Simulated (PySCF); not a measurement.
Simulated outer-valence photoelectron spectrum of `C1C=CCC=1` (1,3-cyclopentadiene). Method used: EOM-IP-CCSD/aug-cc-pVDZ in PySCF, restricted Hartree–Fock reference, frozen core, non-relativistic, gas phase, PBE0-D3(BJ)/def2-SVP geometry.

Each root has a Gaussian of 0.5 eV full width with its one-hole share as area; cross sections and vibrations are left out, and the highest printed point is 100.

(ionisation energy (eV), intensity): (7.8, 0), (8.0, 2), (8.2, 15), (8.4, 41), (8.6, 47), (8.8, 22), (9.0, 4), (9.2, 0), (9.4, 0), (9.6, 0), (9.8, 0), (10.0, 0), (10.2, 1), (10.4, 6), (10.6, 26), (10.8, 48), (11.0, 38), (11.2, 12), (11.4, 2), (11.6, 0), (11.8, 1), (12.0, 8), (12.2, 41), (12.4, 93), (12.6, 100), (12.8, 75), (13.0, 52), (13.2, 25), (13.4, 23), (13.6, 45), (13.8, 44), (14.0, 18), (14.2, 5), (14.4, 15), (14.6, 39), (14.8, 42), (15.0, 19), (15.2, 3), (15.4, 0), (15.6, 0), (15.8, 0), (16.0, 0), (16.2, 0), (16.4, 1), (16.6, 7), (16.8, 29), (17.0, 48), (17.2, 33), (17.4, 9), (17.6, 1)

Where are the maxima, and how many lines lie under the curve?

6 maxima, at 8.5, 10.8, 12.5, 13.7, 14.7 and 17.0 eV, from 8 lines. At this width some lines have no maximum of their own.

List the lines with their holes.

```tsv
E (eV)	leading hole (HF orbital)	area	Koopmans (eV)
8.53	HOMO	0.96	8.32
10.84	HOMO-1	0.95	11.20
12.45	HOMO-2	0.95	13.71
12.52	HOMO-3	0.95	13.83
12.92	HOMO-4	0.95	14.33
13.70	HOMO-5	0.95	15.18
14.72	HOMO-6	0.87	16.04
17.01	HOMO-7	0.92	18.88
```

The widest gap, 2.31 eV, lies between 8.53 and 10.84 eV. Only orbitals with −ε under 21 eV, eight at most, were ionised, so the high end of the curve may lack lines.
